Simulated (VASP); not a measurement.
Write the native input for VASP 6.6.1 that does the following.

```
Task                   : single point
Functional             : PBE
Potentials or basis    : VASP PAW PBE potentials, release 64 (B, N)
Cutoff                 : 520 eV
k mesh                 : 12 × 12 × 12
Occupations            : gaussian, width 0.02 eV
Spin                   : no spin polarisation
Dipole correction      : no
Further INCAR settings : ALGO = Fast; EDIFF = 1e-07; NBANDS = 11
```

The structure of BN lies in POSCAR:

```
BN
1.0
    1.2511217832      0.7223354983      3.3729344033
   -1.2511217832      0.7223354983      3.3729344033
    0.0000000000     -1.4446709967      3.3729344033
B N
1 1
Direct
    0.9996712000      0.9996712000      0.9996712000
    0.3836246979      0.3275869876      0.3239792647
```

The cell is a database's computed one.

The cell isn't the ideal one: one atom moved.

The input as run:

INCAR

```
PREC     = Accurate       # precision mode
ENCUT    = 520            # plane-wave cutoff, eV
EDIFF    = 1E-7           # SCF threshold, eV
ISMEAR   = 0              # smearing method
SIGMA    = 0.02           # smearing width, eV
LREAL    = F              # projectors in reciprocal space
LASPH    = T              # aspherical terms in the spheres
NELM     = 100            # most SCF steps
ALGO     = Fast           # electronic algorithm
ISIF     = 2              # what is computed and relaxed
LWAVE    = F              # write WAVECAR
LCHARG   = F              # write CHGCAR
GGA      = PE             # functional
NBANDS   = 11             # bands
```

KPOINTS

```
regular mesh
0
Gamma
  12 12 12
```

Potentials or basis: VASP PAW PBE potentials, release 64 (B, N).

The run is started by

```bash
$ cat potpaw_PBE.64/B/POTCAR potpaw_PBE.64/N/POTCAR > POTCAR
$ mpirun -np 1 vasp_std > vasp.out
```

Results of the run:

```json
{
  "Pressure": "5.4 GPa",
  "Largest force": "4.119 eV/Å",
  "Band gap on the k mesh": "3.53 eV, indirect (least direct gap 4.35 eV)"
}
```

Caveat: forces of over 1 eV/Å show positions far from the minimum, so gaps and moduli don't describe the material at rest.

It took 2.4 min on 1 thread of Intel(R) Xeon(R) 6975P-C (Granite Rapids) (shared host), peak memory 0.28 GiB.
